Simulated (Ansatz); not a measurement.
## Orbital-resolved density of states of ZrO₂

```xyz
3
Lattice="0.0000 2.5350 2.5350 2.5350 0.0000 2.5350 2.5350 2.5350 0.0000" Properties=species:S:1:pos:R:3 pbc="T T T"
Zr    0.0000    0.0000    0.0000
O     1.2675    1.2675    1.2675
O     3.8025    3.8025    3.8025
```

Atoms are numbered in the order listed.

The cell comes from COD entry 9009051, which wasn't checked; take it as a given geometry. It differs from other determinations.

These are results of DFT, PBE, all-electron LAPW, scalar-relativistic in Ansatz 0.2.0, not measurements.

The runs use a Γ-centred 9×9×9 k mesh, Fermi–Dirac smearing of 0.03 eV, basis error target 1 meV/atom, no spin polarisation.

States per eV for one atom of each kind, in 0.4 eV bins named by their centres, from the valence-band top, projected on a minimal set of Löwdin-orthogonalised atomic shells; orbitals are real harmonics on the Cartesian axes, equal curves share a column, and empty bins are left out, as is all above 6.3 eV, near the top of the computed bands.

Zr1 4d:

```
# E all dz2=dx2-y2 dxz=dyz=dxy
-5.8 0.04 0.02 0.00
-5.4 0.13 0.06 0.00
-5.0 0.55 0.14 0.09
-4.6 0.94 0.16 0.21
-4.2 0.55 0.07 0.14
-3.8 0.40 0.06 0.10
-3.4 0.29 0.03 0.08
-3.0 0.17 0.02 0.04
-2.6 0.13 0.03 0.03
-2.2 0.24 0.03 0.06
-1.8 0.22 0.03 0.05
-1.4 0.32 0.03 0.09
-1.0 0.21 0.02 0.05
-0.6 0.10 0.01 0.03
-0.2 0.01 0.00 0.00
3.4 0.04 0.02 0.00
3.8 1.25 0.59 0.02
4.2 4.42 2.05 0.11
4.6 3.03 1.47 0.03
5.0 0.01 0.00 0.00
```

O2 2p:

```
# E all pz=px=py
-5.8 0.05 0.02
-5.4 0.17 0.06
-5.0 0.68 0.23
-4.6 1.15 0.38
-4.2 0.90 0.30
-3.8 0.93 0.31
-3.4 0.99 0.33
-3.0 0.72 0.24
-2.6 0.45 0.15
-2.2 1.02 0.34
-1.8 0.93 0.31
-1.4 1.46 0.49
-1.0 1.42 0.47
-0.6 1.16 0.39
-0.2 0.20 0.07
3.8 0.04 0.01
4.2 0.34 0.11
4.6 0.15 0.05
```
